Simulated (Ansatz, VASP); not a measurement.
Two plane-wave programs on Tl

Contents of INCAR:

```
PREC = Accurate ; ENCUT = 520
EDIFF = 1E-6 ; ISMEAR = 0
SIGMA = 0.05 ; LREAL = False
LASPH = True ; NELM = 80
ALGO = Normal ; ISIF = 2
LWAVE = False ; LCHARG = False
GGA = PE ; NBANDS = 12
```

The input KPOINTS:

```
regular mesh
0
Gamma
  16 16 16
```

Contents of POSCAR:

```
Tl
1.0
   -1.9863130256      1.9863130256      1.9863130256
    1.9863130256     -1.9863130256      1.9863130256
    1.9863130256      1.9863130256     -1.9863130256
Tl
1
Direct
    0.0000000000      0.0000000000      0.0000000000
```

Input for Ansatz:

```yaml
crystal:
  lattice:
    - [-1.9863130256, 1.9863130256, 1.9863130256]
    - [1.9863130256, -1.9863130256, 1.9863130256]
    - [1.9863130256, 1.9863130256, -1.9863130256]
  atoms:
    - { symbol: Tl, position: [0.0, 0.0, 0.0] }
basis:
  ecutwfc: 420
  ecutrho_ratio: 4
kpoints:
  mp_grid: { grid: [16, 16, 16] }
hamiltonian:
  xc: pbe
scf:
  occupations: { method: gaussian, width: 0.05 }
output:
  forces: true
  stress: true
  eigenvalues: true
```

Alike in both runs: task single point; functional PBE; k mesh 16 × 16 × 16; occupations gaussian, width 0.05 eV; no spin polarisation.

|  | VASP | Ansatz |
| --- | --- | --- |
| version | VASP 6.6.1 | Ansatz 0.2.0 |
| potentials or method | VASP PAW PBE potentials, release 64 (Tl_d) | scalar-relativistic, plane waves, PAW |
| plane-wave cutoff (eV) | 520 | 420 |
| valence electrons in the cell | 13 | 13 |

```tsv
	VASP	Ansatz	Ansatz less VASP
pressure (GPa)	-0.1	0.0	+0.06
```

Spin-orbit coupling is left out, which matters for the levels of Tl.
